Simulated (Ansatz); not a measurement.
ZnS under strain: Quadrupolar parameters

The cell is a Materials Project structure (computed, not necessarily an observed phase), relaxed with PBE at fixed cell and then changed (z compressed by 3 %).

```
Zn S
1.0
     3.80509    0.00000    0.00000
    -1.90254    3.29530    0.00000
     0.00000    0.00000   24.16846
Zn S
8 8
Direct
  0.33333 0.66667 0.12512
  0.00000 0.00000 0.00016
  0.66667 0.33333 0.62505
  0.66667 0.33333 0.87514
  0.00000 0.00000 0.75002
  0.33333 0.66667 0.50008
  0.00000 0.00000 0.37509
  0.66667 0.33333 0.25013
  0.66667 0.33333 0.34372
  0.66667 0.33333 0.71858
  0.33333 0.66667 0.21873
  0.00000 0.00000 0.84367
  0.66667 0.33333 0.96881
  0.00000 0.00000 0.09373
  0.33333 0.66667 0.59369
  0.00000 0.00000 0.46869
```

Sites (sets of like atoms) are named by element and the number of their first atom in this list.

All values are calculated (Ansatz; DFT, PBE, plane waves and PAW, scalar-relativistic, 420 eV cutoff, Γ-centred 8×8×2 k-points, Fermi–Dirac smearing 0.02 eV), not measured.

C_Q = eQV_zz/h, which is 24.18 MHz for Q = 1 b and V_zz = 10²¹ V/m²; η = (V_xx − V_yy)/V_zz. ν_Q = 3|C_Q|/[2I(2I − 1)].

⁶⁷Zn: I = 5/2, Q = 122.0 mb; S-33: I = 3/2, Q = -69.40 mb. Q values from Pyykkö, Mol. Phys. 116, 1328 (2018).

**Question.** Which values are expected at the nuclei?

**Answer.** 

| site | atoms (order as listed) | first shell | C_Q (MHz) | η | ν_Q (MHz) |
| --- | --- | --- | --- | --- | --- |
| Zn1 | 1 | 4 S at 2.26–2.32 Å | -3.65 | 0.00 | 0.548 |
| Zn2 | 2 | 4 S at 2.26–2.32 Å | -3.53 | 0.00 | 0.530 |
| Zn3 | 3 | 4 S at 2.26–2.32 Å | -3.70 | 0.00 | 0.555 |
| Zn4 | 4 | 4 S at 2.26–2.32 Å | -3.92 | 0.00 | 0.588 |
| Zn5 | 5 | 4 S at 2.26–2.32 Å | -4.05 | 0.00 | 0.607 |
| Zn6 | 6, 7 | 4 S at 2.26–2.32 Å | -3.67 | 0.00 | 0.550 |
| Zn8 | 8 | 4 S at 2.26–2.32 Å | -3.68 | 0.00 | 0.552 |
| S9 | 9 | 4 Zn at 2.26–2.32 Å | 0.995 | 0.00 | 0.497 |
| S10 | 10 | 4 Zn at 2.26–2.32 Å | 0.939 | 0.00 | 0.470 |
| S11 | 11, 14 | 4 Zn at 2.26–2.32 Å | 0.977 | 0.00 | 0.489 |
| S12 | 12 | 4 Zn at 2.26–2.32 Å | 0.570 | 0.00 | 0.285 |
| S13 | 13 | 4 Zn at 2.26–2.32 Å | 0.648 | 0.00 | 0.324 |
| S15 | 15, 16 | 4 Zn at 2.26–2.32 Å | 0.988 | 0.00 | 0.494 |

An axis of threefold or higher order runs through Zn1, Zn2, Zn3, Zn4, Zn5 and Zn6 and others, so V_zz lies along it and η is zero.

At this changed cell the PBE pressure is 5 GPa. The atoms aren't relaxed in the changed cell (largest force 0.3 eV/Å).

The run took 84 s of wall time (84 s of CPU time) and 0.69 GiB at its peak, on 1 thread of Arm Neoverse V1 (aarch64; 8 cores open to the job, memory cap 3.0 GiB, no GPU), a shared host with a load of 0.4 a core.
